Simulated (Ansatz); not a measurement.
# ZnCu (Pm-3m) in Ansatz: reference runs

Aim: a first look at ZnCu with PBE, on the cell as given and on a disturbed one.

Program: Ansatz 0.2.0. These are calculated values, not measurements. Logs are shortened: lines on timing, memory, paths and dates and some standing lists are left out, and cuts for length are marked.

## (1) Starting point

It takes space group Pm-3m (No. 221, cubic). Conventional cell: a = 2.945 Å, b = 2.945 Å, c = 2.945 Å, α = 90.00°, β = 90.00°, γ = 90.00°. Zn (site symmetry m-3m) has 8 Cu at 2.55 Å as nearest neighbours. Cu (site symmetry m-3m) has 8 Zn at 2.55 Å as nearest neighbours.

## (2) Single point, PBE

Input file input.yaml:

```yaml
crystal:
  lattice:
    - [2.945, 0.0, 0.0]
    - [0.0, 2.945, 0.0]
    - [0.0, 0.0, 2.945]
  atoms:
    - { symbol: Zn, position: [0.5, 0.5, 0.5] }
    - { symbol: Cu, position: [0.0, 0.0, 0.0] }
hamiltonian:
  xc: pbe
  pseudopotentials: { kind: paw }
kpoints:
  mp_grid: { grid: [9, 9, 9] }
scf:
  occupations: { method: fermi_dirac, width: 0.05 }
output:
  forces: true
  stress: true
  eigenvalues: true
```

Potentials or basis: Ansatz PAW.

The run is started by

```bash
$ ansatz run input.yaml --threads 2 --pin off --max-ram 5120MiB --backend cpu --events-out ev --progress --plain --runs-dir out
```

Log:

```text
Warning: RAYON_NUM_THREADS=2 ignored (pool sized by the plan → 2); use --threads N
Engine: ansatz 0.2.0, aarch64-unknown-linux-gnu
Pseudopotentials: kind: paw
Pseudopotential: Zn, paw, valence charge 12, recommended cutoff 420 eV (normal), Zn.paw.azcp
Pseudopotential: Cu, paw, valence charge 19, recommended cutoff 420 eV (normal), Cu.paw.azcp
Functional definition: PBE
  parameter kappa = 0.804
  parameter beta = 0.06672455060314922
  exchange = pbe_x(kappa = kappa, mu = beta*pi^2/3)
  correlation = pbe_c(beta = beta)
Crystal: 2 atoms, lattice volume = 25.542 Å³
Basis set: ecut = 420 eV, 485 PW (Γ), exchange–correlation on 40×40×40 points (8 copies of the dense FFT grid, shifted against one another)
Bands: 20, of which v1, the nominal top of the filled ones, is band 16 counted from 1 (15 counted from 0)
Symmetry: 48 space group operations
Space group: Pm-3m (ITA 221), of the structure as read, at distance tolerance 2.9e-5 Å
k-points: 35 of 729
Non-local potential: Zn, projectors of the file, l = 0: 2, l = 1: 2, l = 2: 3, l = 3: 1
Non-local potential: Cu, projectors of the file, l = 0: 3, l = 1: 2, l = 2: 3, l = 3: 1
PAW form: soft (Blöchl's): semilocal exchange-correlation on the pseudo side does not see the compensation charge
PAW one-centre angular grid: Zn, 590 points (default); XC on 64 Gauss nodes
PAW one-centre angular grid: Cu, 590 points (default); XC on 64 Gauss nodes
Initial density: superposition of atomic densities (neutral atoms: chi_scale 0, normalization atom), corrected by the library's trained network
Initial wavefunctions: pseudopotential atomic-orbital guess
Functional: x = pbe(κ = 0.804, μ = 0.2195149727645171), c = pbe(β = 0.06672455060314922)
SCF iter   1: F=—  HF=-9944.369459 eV  |F-HF|=—  |Δ(HF+E_count)|=         —  Δρ=2.11e-3  dr2=6.74e-4  ethr=1.77e-3  ⟨swp⟩=5.5  Hψ=2984  notcnv=0
preconditioner: auto → none  [insulator: Δε(μ)=0.191 eV  Ē_g=12.775 eV  σ=0.050 eV  W_gap=0.72  n_scr=6 (ndim 8)  ℏωp=35.2 eV  f_vac=0.000  D(μ)=0.45/eV (n_scr^D=0)  ε∞_Penn≈8.6]
SCF iter   2: F=—  HF=-9944.370082 eV  |F-HF|=—  |Δ(HF+E_count)|=   6.23e-4  Δρ=5.63e-4  dr2=2.89e-5  ethr=2.17e-6  ⟨swp⟩=2.2  Hψ=1511  notcnv=0
SCF iter   3: F=—  HF=-9944.370084 eV  |F-HF|=—  |Δ(HF+E_count)|=   1.23e-6  Δρ=3.45e-4  dr2=1.19e-5  ethr=9.31e-8  ⟨swp⟩=2.0  Hψ=1085  notcnv=0
SCF iter   4: F=—  HF=-9944.370091 eV  |F-HF|=—  |Δ(HF+E_count)|=   7.51e-6  Δρ=6.15e-5  dr2=4.72e-7  ethr=3.85e-8  ⟨swp⟩=2.1  Hψ=1009  notcnv=0
iter 5 did not close the SCF: its close was put off for the readings that it lacked (scf_convergence_deferred on its scf_iter line)
SCF iter   5: F=-9944.370091 eV  HF=-9944.370091 eV  |F-HF|=3.27e-8  |Δ(HF+E_count)|=   3.29e-7  Δρ=1.08e-5  dr2=3.73e-8  ethr=1.52e-9  ⟨swp⟩=2.0  Hψ=987  notcnv=0
SCF iter   6: F=-9944.370091 eV  HF=-9944.370091 eV  |F-HF|=4.48e-9  |Δ(HF+E_count)|=   1.04e-8  Δρ=5.03e-6  dr2=7.48e-9  ethr=1.20e-10  ⟨swp⟩=4.1  Hψ=2796  notcnv=0
SCF 1 converged in 6 iterations: F = -9944.370091 eV  dr2 = 7.48e-9
SCF converged after 6 iterations
Free energy (F): -9944.370091 eV
Harris-Foulkes:  -9944.370091 eV  (|F-HF|=4.48e-9)
Internal energy: -9944.365851 eV  (E = F + TS)
E sigma→0 (E₀):  -9944.367971 eV
Entropy (-TS):   -0.004240 eV (-2.120 meV/atom)
Fermi energy:    14.575948 eV
--- Per-component energies (eV) ---
  E_band       = -317.729835
  E_kinetic    = 431.695993
  E_local      = -5791.391663  (includes V_loc(G=0)·N_el)
  E_nonlocal   = 1001.087876
  E_hartree    = 2527.304849
  E_xc         = -227.794843
  E_vxc        = -168.928924  (∫ρ·V_xc dr)
  E_paw        = -3488.320328  (= ΣΔE_a)
  E_vpaw       = -844.800735  (= ΣTr[D̂ρ^β])
  E_aug_tail   = -0.000024  (compensation charges beyond the density's cutoff)
  E_ewald      = -4396.947710
  E_smearing   = -0.004240  (= −TS)
  E_closure    = 0.000000  (closes the sum)
  Σ components = -9944.370091   (vs F -9944.370091, Δ=0.00e0)
--- Forces (eV/Å), atoms counted from 1 ---
  atom   1  Zn     0.00000000     0.00000000     0.00000000
  atom   2  Cu    -0.00000000     0.00000000     0.00000000
  max |Σ_I F_I| component: 2.57e-29 eV/Å
--- Stress (GPa, compression-positive) ---
        2.554052       0.000000       0.000000
        0.000000       2.554052       0.000000
       -0.000000       0.000000       2.554052
  P = ⅓ Tr σ = 2.5541 GPa (25.541 kbar)
--- Band table (eV; the first three rows and the last of 35) ---
  k-point 0: bands = ["-98.4823", "-55.8513", "-55.8513", "-55.8513", "4.1462", "6.6933", "6.6933", "7.3928", "7.3928", "7.3928", "10.9575", "10.9575", "11.8122", "11.8122", "11.8122", "20.6970", "20.6970", "20.6970", "25.7464", "25.7464"]
  k-point 1: bands = ["-98.4822", "-55.8525", "-55.8512", "-55.8512", "4.3692", "6.7190", "6.7410", "7.3734", "7.3734", "7.4026", "10.9440", "10.9765", "11.7380", "11.7380", "11.8033", "18.9018", "21.0363", "21.0363", "25.8631", "26.3718"]
  k-point 2: bands = ["-98.4821", "-55.8554", "-55.8510", "-55.8510", "5.0175", "6.7853", "6.8775", "7.3246", "7.3246", "7.4276", "10.9088", "10.9869", "11.5621", "11.5621", "11.7806", "16.1159", "22.0025", "22.0025", "26.2200", "26.7522"]
  k-point 34: bands = ["-98.4808", "-55.8594", "-55.8593", "-55.8593", "6.7991", "6.8277", "6.8277", "7.6541", "7.6541", "10.1521", "10.3033", "10.3033", "12.0235", "12.0235", "16.3684", "18.0323", "18.0323", "18.4073", "20.1343", "20.1343"]
```

Wall time 0.72 s (2 threads of Arm Neoverse V1, shared host); peak memory 0.29 GiB.

What came out:

| Item | Value |
| --- | --- |
| Free energy | -9944.3701 eV |
| Pressure | 2.6 GPa |
| Band gap on the k mesh | none (metal or under the smearing width) |

## (3) Single point, PBE (atoms moved at random, drawn with an rms of 0.05 Å)

Edit input.yaml of step 2 so:

```diff
@@ -6,4 +6,4 @@
   atoms:
-    - { symbol: Zn, position: [0.5, 0.5, 0.5] }
-    - { symbol: Cu, position: [0.0, 0.0, 0.0] }
+    - { symbol: Zn, position: [0.511103, 0.504241, 0.495278] }
+    - { symbol: Cu, position: [-0.02283, -0.00903, 0.00355] }
 hamiltonian:
```

Potentials or basis: Ansatz PAW.

The run is started by

```bash
$ ansatz run input.yaml --threads 2 --pin off --max-ram 5120MiB --backend cpu --events-out ev --progress --plain --runs-dir out
```

Log:

```text
Warning: RAYON_NUM_THREADS=2 ignored (pool sized by the plan → 2); use --threads N
Engine: ansatz 0.2.0, aarch64-unknown-linux-gnu
Pseudopotentials: kind: paw
Pseudopotential: Zn, paw, valence charge 12, recommended cutoff 420 eV (normal), Zn.paw.azcp
Pseudopotential: Cu, paw, valence charge 19, recommended cutoff 420 eV (normal), Cu.paw.azcp
Functional definition: PBE
  parameter kappa = 0.804
  parameter beta = 0.06672455060314922
  exchange = pbe_x(kappa = kappa, mu = beta*pi^2/3)
  correlation = pbe_c(beta = beta)
Crystal: 2 atoms, lattice volume = 25.542 Å³
Basis set: ecut = 420 eV, 485 PW (Γ), exchange–correlation on 40×40×40 points (8 copies of the dense FFT grid, shifted against one another)
Bands: 20, of which v1, the nominal top of the filled ones, is band 16 counted from 1 (15 counted from 0)
Symmetry: 1 space group operations
Space group: P1 (ITA 1), of the structure as read, at distance tolerance 2.9e-5 Å
k-points: 365 of 729 (time reversal used)
Non-local potential: Zn, projectors of the file, l = 0: 2, l = 1: 2, l = 2: 3, l = 3: 1
Non-local potential: Cu, projectors of the file, l = 0: 3, l = 1: 2, l = 2: 3, l = 3: 1
PAW form: soft (Blöchl's): semilocal exchange-correlation on the pseudo side does not see the compensation charge
PAW one-centre angular grid: Zn, 590 points (default); XC on 64 Gauss nodes
PAW one-centre angular grid: Cu, 590 points (default); XC on 64 Gauss nodes
Initial density: superposition of atomic densities (neutral atoms: chi_scale 0, normalization atom), corrected by the library's trained network
Initial wavefunctions: pseudopotential atomic-orbital guess
[... 10 lines left out ...]
SCF converged after 6 iterations
Free energy (F): -9944.340459 eV
Harris-Foulkes:  -9944.340459 eV  (|F-HF|=4.16e-9)
Internal energy: -9944.336151 eV  (E = F + TS)
E sigma→0 (E₀):  -9944.338305 eV
Entropy (-TS):   -0.004308 eV (-2.154 meV/atom)
Fermi energy:    14.577806 eV
--- Per-component energies (eV) ---
  E_band       = -317.916452
  E_kinetic    = 431.790676
  E_local      = -5797.717678  (includes V_loc(G=0)·N_el)
  E_nonlocal   = 1001.079561
  E_hartree    = 2530.318033
  E_xc         = -227.838271
  E_vxc        = -168.985460  (∫ρ·V_xc dr)
  E_paw        = -3488.276851  (= ΣΔE_a)
  E_vpaw       = -844.716709  (= ΣTr[D̂ρ^β])
  E_aug_tail   = -0.000026  (compensation charges beyond the density's cutoff)
  E_ewald      = -4393.691596
  E_smearing   = -0.004308  (= −TS)
  E_closure    = -0.000000  (closes the sum)
  Σ components = -9944.340459   (vs F -9944.340459, Δ=0.00e0)
--- Forces (eV/Å), atoms counted from 1 ---
  atom   1  Zn    -0.48902672    -0.19829723     0.12410824
  atom   2  Cu     0.48900795     0.19828993    -0.12410376
  max |Σ_I F_I| component: 1.88e-5 eV/Å
--- Stress (GPa, compression-positive) ---
        2.882485       0.438164      -0.274236
        0.438164       3.375495      -0.111192
       -0.274236      -0.111192       3.432208
  P = ⅓ Tr σ = 3.2301 GPa (32.301 kbar)
--- Band table (eV; the first three rows and the last of 365) ---
  k-point 0: bands = ["-98.4884", "-55.8595", "-55.8583", "-55.8552", "4.1454", "6.6828", "6.6907", "7.3787", "7.3904", "7.3915", "10.9391", "10.9515", "11.8013", "11.8014", "11.8053", "20.7002", "20.7056", "20.7544", "25.7073", "25.7439"]
  k-point 1: bands = ["-98.4883", "-55.8603", "-55.8586", "-55.8551", "4.3684", "6.7133", "6.7329", "7.3601", "7.3714", "7.3988", "10.9286", "10.9682", "11.7308", "11.7310", "11.7943", "18.9040", "21.0446", "21.0886", "25.8308", "26.3253"]
  k-point 2: bands = ["-98.4882", "-55.8630", "-55.8586", "-55.8550", "5.0169", "6.7775", "6.8695", "7.3115", "7.3207", "7.4215", "10.8973", "10.9772", "11.5559", "11.5635", "11.7750", "16.1171", "22.0093", "22.0400", "26.1861", "26.6947"]
  k-point 364: bands = ["-98.4878", "-55.8656", "-55.8591", "-55.8585", "6.7608", "6.9575", "7.0138", "7.1687", "7.3773", "8.4493", "9.9124", "10.9609", "11.1976", "11.5680", "11.7134", "12.7518", "23.0910", "23.1893", "25.2254", "25.2795"]
```

Run time: 7.9 s. Hardware: 2 threads of Arm Neoverse V1, shared host; peak memory 0.48 GiB.

Results:

```
Free energy            : -9944.3405 eV
Pressure               : 3.2 GPa
Largest force          : 0.542 eV/Å
Band gap on the k mesh : none (metal or under the smearing width)
```

Forces on the atoms (eV/Å):
```
Zn  -0.489 -0.198  0.124
Cu   0.489  0.198 -0.124
```
